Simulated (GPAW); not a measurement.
A run of GPAW 26.7.0 is set up as follows.

The input run.py:

```python
from ase.dft.bandgap import bandgap
from ase.io import write
from ase.spacegroup import crystal
from ase.units import GPa
from gpaw import GPAW, PW

# In 2a
atoms = crystal(['In'],
                basis=[[0.0, 0.0, 0.0]],
                spacegroup=139, setting=1,  # I4/mmm
                cellpar=[3.25094, 3.25094, 4.9474, 90.0, 90.0, 90.0],
                primitive_cell=True)

calc = GPAW(mode=PW(500),
            xc='PBE',
            kpts={'size': (9, 9, 9), 'gamma': True},
            occupations={'name': 'fermi-dirac', 'width': 0.05},
            nbands=14,
            maxiter=120,
            txt='gpaw.txt')
atoms.calc = calc
energy = atoms.get_potential_energy()
forces = atoms.get_forces()
stress = atoms.get_stress()
calc.write('gs.gpw')
write('result.traj', atoms)
print(f'Energy: {energy:.6f} eV')
print('Forces (eV/A):')
print(forces.round(4))
print('Stress (GPa):', (stress / GPa).round(3))
print('Fermi level:', round(calc.get_fermi_level(), 4), 'eV')
print(f'Gap: {bandgap(calc)[0]:.4f} eV, direct: {bandgap(calc, direct=True)[0]:.4f} eV')
```

Potentials or basis: GPAW PAW data sets (gpaw-data 1.2.1), pw.

The run is started by

```bash
$ OMP_NUM_THREADS=1 python run.py
```

Task: Estimate the band gap on the k mesh.

Result: None (metal or under the smearing width).

Task: What does it give for the pressure?

Result: 1.0 GPa.

Stress tensor (GPa, compression positive):
```
0.97 0.00 0.00
0.00 0.97 0.00
0.00 0.00 1.10
```

Caveat: the cutoff is short for stress and forces, so pressures can be off by a GPa or more.
